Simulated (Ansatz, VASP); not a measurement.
Given: the input of a run of Ansatz 0.2.0 on MgS.

The input input.yaml:

```yaml
crystal:
  lattice:
    - [0.0, 2.8331200468, 2.8331200468]
    - [2.8331200468, 0.0, 2.8331200468]
    - [2.8331200468, 2.8331200468, 0.0]
  atoms:
    - { symbol: S, position: [0.25, 0.25, 0.25] }
    - { symbol: Mg, position: [0.0, 0.0, 0.0] }
hamiltonian:
  xc: b3lyp
  pseudopotentials: { kind: paw }
kpoints:
  mp_grid: { grid: [4, 4, 4] }
scf:
  occupations: { method: fermi_dirac, width: 0.05 }
output:
  forces: true
  stress: true
  eigenvalues: true
relax:
  f_tol: 0.01
  max_steps: 40
  cell: { stress_tol: 0.05 }
```

Potentials or basis: Ansatz PAW.

Run with:

```sh
$ ansatz run input.yaml --threads 2 --pin off --max-ram 5632MiB --backend cpu --events-out ev --progress --plain --runs-dir out
```

**Question.** Set up the same calculation for VASP 6.6.1. Potentials there: VASP PAW PBE potentials, release 64 (S, Mg).

**Answer.** As run (the cutoff follows the program's own potentials):

The input POSCAR:

```
MgS
1.0
    0.0000000000      2.8331200468      2.8331200468
    2.8331200468      0.0000000000      2.8331200468
    2.8331200468      2.8331200468      0.0000000000
S Mg
1 1
Direct
    0.2500000000      0.2500000000      0.2500000000
    0.0000000000      0.0000000000      0.0000000000
```

The input INCAR.step1:

```
PREC     = Accurate       # precision mode
ENCUT    = 600            # plane-wave cutoff, eV
EDIFF    = 1E-5           # SCF threshold, eV
ISMEAR   = -1             # smearing method
SIGMA    = 0.05           # smearing width, eV
LREAL    = False          # projectors in reciprocal space
LASPH    = True           # aspherical terms in the spheres
NELM     = 60             # most SCF steps
ALGO     = Normal         # electronic algorithm
LWAVE    = True           # write WAVECAR
LCHARG   = False          # write CHGCAR
GGA      = PE             # functional
NBANDS   = 11             # bands
```

INCAR.step2

```
PREC     = Accurate       # precision mode
ENCUT    = 600            # plane-wave cutoff, eV
EDIFF    = 1E-7           # SCF threshold, eV
ISMEAR   = -1             # smearing method
SIGMA    = 0.05           # smearing width, eV
LREAL    = False          # projectors in reciprocal space
LASPH    = True           # aspherical terms in the spheres
NELM     = 60             # most SCF steps
ALGO     = Normal         # electronic algorithm
ISIF     = 3              # what is computed and relaxed
LWAVE    = False          # write WAVECAR
LCHARG   = False          # write CHGCAR
GGA      = B3             # functional
LHFCALC  = True           # exact exchange
AEXX     = 0.2            # exact-exchange fraction
AGGAX    = 0.72         
AGGAC    = 0.81         
ALDAC    = 0.19         
PRECFOCK = Normal       
IBRION   = 2              # ionic algorithm
NSW      = 60             # ionic steps
EDIFFG   = -0.01          # ionic threshold
ISTART   = 1
```

The input KPOINTS:

```
Automatic mesh
0
Gamma
  4 4 4
```

Potentials or basis: VASP PAW PBE potentials, release 64 (S, Mg).

The run is started by

```bash
$ cat potpaw_PBE.64/S/POTCAR potpaw_PBE.64/Mg/POTCAR > POTCAR
$ cp INCAR.step1 INCAR
$ mpirun -np 1 vasp_std > vasp.out
$ cp INCAR.step2 INCAR
$ mpirun -np 1 vasp_std > vasp.out
```

Both were run:

|  | VASP | Ansatz | Ansatz less VASP |
| --- | --- | --- | --- |
| gap on the k mesh at the Fermi level, each at its own relaxed structure (eV) | 4.91 | 4.88 | -0.033 |
| relaxed volume (Å³/atom) | 23.14 | 23.18 | +0.043 |
| relaxed cell length with the largest relative difference (Å) | 4.030 | 4.032 | +0.0025 |
| energy change over the relaxation (meV/atom) | -1 | -2 | -0.3 |

The two sets of potentials don't hold the same shells in valence.

Caveats: the k mesh is coarse (spacing up to 0.48 Å⁻¹), so the values aren't converged, least of all with exact exchange; the PAW data sets were made with another functional, which shifts forces and pressure a little (VASP); the plane-wave basis is chosen anew once the cell has moved, so the energies of steps on either side of that aren't comparable (Ansatz); the PAW data sets come from PBE, with cores solved anew for the run's functional, which leaves a small shift of forces and pressure (Ansatz).
